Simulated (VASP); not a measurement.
The system is KTaO3.

```
Ta K O
1.0
     3.98830    0.00000    0.00000
     0.00000    3.98830    0.00000
     0.00000    0.00000    3.98830
Ta K O
1 1 3
Direct
  0.00000 0.00000 0.00000
  0.50000 0.50000 0.50000
  0.00000 0.00000 0.50000
  0.00000 0.50000 0.00000
  0.50000 0.00000 0.00000
```

Base run:

* Program: VASP 6.6.1
* Functional: r2SCAN
* Potentials or basis: VASP PAW PBE potentials, release 64 (Ta_pv, K_sv, O)
* Cutoff: 520 eV
* k mesh: 8 × 8 × 8
* Occupations: gaussian, width 0.02 eV
* Spin: no spin polarisation

Its results: band gap on the k mesh 2.60 eV, indirect (least direct gap 3.25 eV).

Question: After a change of settings the same cell gave: band gap on the k mesh 2.02 eV, indirect (least direct gap 2.65 eV). Which change was it?
A. functional from r2SCAN to LDA; potentials or basis from VASP PAW PBE potentials, release 64 (Ta_pv, K_sv, O) to VASP PAW LDA potentials, release 64 (Ta_pv, K_sv, O)
B. functional from r2SCAN to TB-mBJ
C. functional from r2SCAN to PBE0; k mesh from 8 × 8 × 8 to 4 × 4 × 4
D. functional from r2SCAN to HSE06; k mesh from 8 × 8 × 8 to 4 × 4 × 4

Answer: A.

Caveats: spin-orbit coupling is left out, which moves the levels of the heavy elements.

Not every run made on this cell is shown here.
